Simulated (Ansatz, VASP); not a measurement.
# One calculation of AgCl, two programs

The input INCAR:

```
SYSTEM = AgCl
PREC = Accurate
ENCUT = 520
EDIFF = 1E-7
ISMEAR = -1
SIGMA = 0.01
LREAL = .False.
LASPH = .True.
NELM = 60
ALGO = Normal
ISIF = 2
LWAVE = .False.
LCHARG = .True.
GGA = PS
LELF = .True.
LVHAR = .True.
NBANDS = 16
```

Contents of KPOINTS:

```
Automatic mesh
0
Gamma
  9 9 9
  0 0 0
```

Contents of POSCAR:

```
AgCl
1.0
    0.0000000000      2.7545376942      2.7545376942
    2.7545376942      0.0000000000      2.7545376942
    2.7545376942      2.7545376942      0.0000000000
Ag Cl
1 1
Direct
    0.5000000000      0.5000000000      0.5000000000
    0.0000000000      0.0000000000      0.0000000000
```

Input for Ansatz:

```yaml
crystal:
  lattice:
    - [0.0, 2.7545376942, 2.7545376942]
    - [2.7545376942, 0.0, 2.7545376942]
    - [2.7545376942, 2.7545376942, 0.0]
  atoms:
    - { symbol: Ag, position: [0.5, 0.5, 0.5] }
    - { symbol: Cl, position: [0.0, 0.0, 0.0] }
kpoints:
  mp_grid: { grid: [9, 9, 9] }
  band_path:
    path:
      - [0.0, 0.0, 0.0]
      - [0.5, 0.0, 0.5]
      - [0.625, 0.25, 0.625]
      - [0.375, 0.375, 0.75]
      - [0.0, 0.0, 0.0]
      - [0.5, 0.5, 0.5]
      - [0.5, 0.25, 0.75]
      - [0.5, 0.0, 0.5]
    npoints: 5
scf:
  occupations: { method: fermi_dirac, width: 0.01 }
hamiltonian:
  xc: pbesol
  pseudopotentials: { kind: all_electron, lapw: { basis_error: 0.0005 } }
output:
  forces: true
  stress: true
  eigenvalues: true
```

Change from the starting cell: volume scaled by 0.98.

Alike in both runs: task single point; functional PBEsol; k mesh 9 × 9 × 9; occupations fermi-dirac, width 0.01 eV; no spin polarisation.

|  | VASP | Ansatz |
| --- | --- | --- |
| version | VASP 6.6.1 | Ansatz 0.2.0 |
| potentials or method | VASP PAW PBE potentials, release 64 (Ag, Cl) | all-electron LAPW, scalar-relativistic |
| plane-wave cutoff (eV) | 520 | see its input |

VASP gave:

```
gap on the k mesh at the Fermi level (eV) : 0.77
pressure (GPa)                            : -1.8
```

What did Ansatz give for the same quantities?

gap on the k mesh at the Fermi level (eV): 0.78; pressure (GPa): -1.7.

Ansatz ran all-electron here, so the differences hold the error of VASP's frozen core and of both bases.

Caveats: the PAW data sets were made with another functional, which shifts forces and pressure a little (VASP); an odd mesh through Γ misses points on the zone boundary, where band edges often lie.
